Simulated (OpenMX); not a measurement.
## CdS (Greenockite) under changes of volume

One of the cells (25.121 Å³/atom); the others are scaled copies at fixed shape and fractional positions:

```
CELL_PARAMETERS angstrom
4.15000 0.00000 0.00000
-2.07500 3.59401 0.00000
0.00000 0.00000 6.73700
ATOMIC_POSITIONS crystal
Cd 0.66667 0.33333 0.50000
Cd 0.33333 0.66667 0.00000
S 0.66667 0.33333 0.87500
S 0.33333 0.66667 0.37500
```

| Quantity | Value |
| --- | --- |
| Program | OpenMX 3.8.5 |
| Functional | LDA |
| Potentials or basis | OpenMX 2013 LDA set, Cd7.0-s3p2d2, S7.0-s2p2d1f1, fixed grid of 48 × 48 × 90 points |
| k mesh | 7 × 7 × 5 |
| Occupations | fermi-dirac, width 0.05 eV |
| Spin | no spin polarisation |

| volume (Å³/atom) | energy over the lowest point (meV/atom) | gap on the mesh (eV) | largest force (eV/Å) |
| --- | --- | --- | --- |
| 23.614 | 1.46 | 1.25 | 0.091 |
| 24.116 | 0.00 | 1.19 | 0.087 |
| 24.618 | 2.81 | 1.13 | 0.083 |
| 25.121 | 9.49 | 1.07 | 0.077 |
| 25.623 | 19.63 | 1.01 | 0.073 |
| 26.126 | ? | ? | ? |
| 26.628 | 48.46 | 0.90 | 0.063 |

**Question.** What does the run at 26.126 Å³/atom give?

**Answer.** Energy over the lowest point 32.66 meV/atom; gap on the mesh 0.95 eV; largest force 0.069 eV/Å.

Worked out: A Birch-Murnaghan fit of order 3 (a polynomial in V^(-2/3)) to the other rows has its minimum at 24.03 Å³/atom with B0 = V·E''(V) = 68 GPa and B' = 4.9 at fixed shape and positions, which overstates the stiffness. It gives 32.72 meV/atom at 26.126 Å³/atom, against the run's 32.66. A straight line through the other rows of the gap, of slope -2.93 eV per unit of ln V (its deformation potential), gives 0.96 eV, against the run's 0.95.

Energies are extrapolated to zero smearing.

Caveats: the basis of atomic orbitals isn't converged, which shifts pressures, moduli and gaps.

Spin-orbit coupling on Cd is left out.
